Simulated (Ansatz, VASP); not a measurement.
# AlN: VASP beside Ansatz

```xyz
4
Lattice="3.1299 0.0000 -0.4695 -1.5649 2.7106 0.2347 -0.7525 0.0000 4.8163" Properties=species:S:1:pos:R:3 pbc="T T T"
Al    0.0529    1.8080    0.0100
Al    1.2415    0.9026    2.1834
N    -0.3426    1.8635    1.8442
N     0.8461    0.8471    4.0176
```

Change from the starting cell: engineering shear strain xz -0.3000, normal strain along z -0.0400.

Alike in both runs: functional PBE; k mesh 9 × 9 × 6; occupations gaussian, width 0.05 eV; no spin polarisation.

Ansatz relaxed the structure, and its values are those at the end. VASP's run is a single point on that final structure, the one shown.

|  | VASP | Ansatz |
| --- | --- | --- |
| version | VASP 6.6.1 | Ansatz 0.2.0 |
| potentials or method | VASP PAW PBE potentials, release 64 (Al, N) | scalar-relativistic, plane waves, PAW |
| plane-wave cutoff (eV) | 520 | 520 |
| valence electrons in the cell | 16 | 16 |

Ansatz gave:

```
gap on the k mesh at the Fermi level (eV) : 2.30
least direct gap on the mesh (eV)         : 2.30
pressure (GPa)                            : 11.1
rms of the force components (eV/Å)        : 0.003
```

Task: What did VASP give for the same quantities?

Result: gap on the k mesh at the Fermi level (eV): 2.30; least direct gap on the mesh (eV): 2.30; pressure (GPa): 11.0; rms of the force components (eV/Å): 0.005.

Ansatz warned: «stress_scf_threshold_loose».

Caveats: an odd mesh through Γ misses points on the zone boundary, where band edges often lie.
